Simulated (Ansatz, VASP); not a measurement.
# One calculation of BP, two programs

The input INCAR:

```
SYSTEM = BP
PREC     = Accurate       ! precision mode
ENCUT    = 520            ! plane-wave cutoff, eV
EDIFF    = 1E-7           ! SCF threshold, eV
ISMEAR   = 0              ! smearing method
SIGMA    = 0.05           ! smearing width, eV
LREAL    = .FALSE.        ! projectors in reciprocal space
LASPH    = .TRUE.         ! aspherical terms in the spheres
NELM     = 100            ! most SCF steps
ALGO     = Normal         ! electronic algorithm
ISIF     = 2              ! what is computed and relaxed
LWAVE    = .FALSE.        ! write WAVECAR
LCHARG   = .TRUE.         ! write CHGCAR
GGA      = RP             ! functional
LELF     = .TRUE.         ! ELF
LVHAR    = .TRUE.       
NBANDS   = 11             ! bands
```

Contents of KPOINTS:

```
Automatic mesh
0
G
  12 12 12
  0 0 0
```

File POSCAR:

```
BP
1.0
    0.0000000000      2.5527776634      1.8048138080
    2.5527776634      0.0000000000      1.8048138080
    2.5527776634      2.5527776634      0.0000000000
B P
1 1
Direct
    0.0000000000      0.0000000000      0.0000000000
    0.7500000000      0.7500000000      0.7500000000
```

Input for Ansatz:

```yaml
crystal:
  lattice:
    - [0.0, 2.5527776634, 1.804813808]
    - [2.5527776634, 0.0, 1.804813808]
    - [2.5527776634, 2.5527776634, 0.0]
  atoms:
    - { symbol: B, position: [0.0, 0.0, 0.0] }
    - { symbol: P, position: [0.75, 0.75, 0.75] }
basis:
  ecutwfc: 420
  precision: f64
kpoints:
  mp_grid: { grid: [12, 12, 12] }
hamiltonian:
  xc: rpbe
scf:
  occupations: { method: gaussian, width: 0.05 }
  eigensolver: { kind: davidson }
output:
  forces: true
  eigenvalues: true
  stress: true
```

Measurements of this composition are mostly on another form, of space group No. 216.

Alike in both runs: task single point; functional RPBE; k mesh 12 × 12 × 12; occupations gaussian, width 0.05 eV; no spin polarisation.

```csv
,VASP,Ansatz
version,VASP 6.6.1,Ansatz 0.2.0
potentials or method,"VASP PAW PBE potentials, release 64 (B, P)","scalar-relativistic, plane waves, PAW"
plane-wave cutoff (eV),520,420
valence electrons in the cell,8,8
```

```csv
,VASP,Ansatz,Ansatz less VASP
gap on the k mesh at the Fermi level (eV),none,none,-
pressure (GPa),-2.6,-2.2,+0.43
largest component of the traceless stress (GPa),28.18,28.17,-0.011
```

A gap of «none» marks a metal or a gap that the smearing closes.

Caveats: the PAW data sets were made with another functional, which shifts forces and pressure a little (VASP).
